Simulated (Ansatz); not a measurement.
# Ti (Titanium): the cost of one run

Method: DFT PBE, scalar-relativistic, plane waves, PAW, in Ansatz 0.2.0.

1 further run of the same task is left out (set aside as unsound or not needed).

## (1) The starting structure

It takes space group P6_3/mmc (No. 194, hexagonal). The conventional cell has a = 2.939 Å, b = 2.939 Å, c = 4.650 Å, α = 90.00°, β = 90.00°, γ = 120.00°. Ti (site symmetry -6m2) has 12 Ti at 2.88 to 2.94 Å as nearest neighbours.

As a file:

```xyz
2
Lattice="2.9386 0.0000 0.0000 -1.4693 2.5449 0.0000 0.0000 0.0000 4.6504" Properties=species:S:1:pos:R:3 pbc="T T T"
Ti    0.0000    1.6966    1.1626
Ti    1.4693    0.8483    3.4878
```

This cell was relaxed beforehand with the same method: volume 17.39 Å³/atom, gap on the mesh none (metal).

## (2) Cutting the slab

Planes are indexed in the bulk's conventional cell (P6_3/mmc (No. 194)), a = 2.939 Å, b = 2.939 Å, c = 4.650 Å, α = 90.00°, β = 90.00°, γ = 120.00°.

A (001) slab, 4.7 Å thick as cut, with 17 Å of vacuum, in a 2×2 surface cell; its outer planes are Ti (top) and Ti (bottom).

The slab as cut. Its planes from the bottom up:

```csv
plane,atoms per cell,height over the lowest (Å)
1,Ti4,0.00
2,Ti4,2.33
3,Ti4,4.65
```

## (3) Relaxing the clean slab

File input.yaml:

```yaml
crystal:
  lattice:
    - [5.8771642126, 0.0, 0.0]
    - [-2.9385821063, 5.0897735103, 0.0]
    - [0.0, 0.0, 21.6504271806]
  atoms:
    - { symbol: Ti, position: [0.1666666667, 0.3333333333, 0.3926019533] }
    - { symbol: Ti, position: [0.1666666667, 0.8333333333, 0.3926019533] }
    - { symbol: Ti, position: [0.6666666667, 0.3333333333, 0.3926019533] }
    - { symbol: Ti, position: [0.6666666667, 0.8333333333, 0.3926019533] }
    - { symbol: Ti, position: [0.3333333333, 0.1666666667, 0.5] }
    - { symbol: Ti, position: [0.3333333333, 0.6666666667, 0.5] }
    - { symbol: Ti, position: [0.8333333333, 0.1666666667, 0.5] }
    - { symbol: Ti, position: [0.8333333333, 0.6666666667, 0.5] }
    - { symbol: Ti, position: [0.1666666667, 0.3333333333, 0.6073980467] }
    - { symbol: Ti, position: [0.1666666667, 0.8333333333, 0.6073980467] }
    - { symbol: Ti, position: [0.6666666667, 0.3333333333, 0.6073980467] }
    - { symbol: Ti, position: [0.6666666667, 0.8333333333, 0.6073980467] }
basis:
  ecutwfc: 420
kpoints:
  mp_grid: { grid: [6, 6, 1] }
hamiltonian:
  xc: pbe
scf:
  occupations: { method: gaussian, width: 0.1 }
output:
  forces: true
  eigenvalues: true
relax:
  adjacent_minimum: "off"
  f_tol: 0.03
  max_steps: 70
  constraints: [{ sites: [0, 1, 2, 3] }]
efield:
  axis: 3
  dipole_correction: true
```

On the command line:

```sh
> ansatz run input.yaml --threads 2 --pin off --max-ram 5120MiB --backend cpu --events-out ev --progress --plain --runs-dir out
```

What time and memory should one allow on 2 threads of Arm Neoverse V2, shared host?

About 49 s, with a peak of 1 GiB.
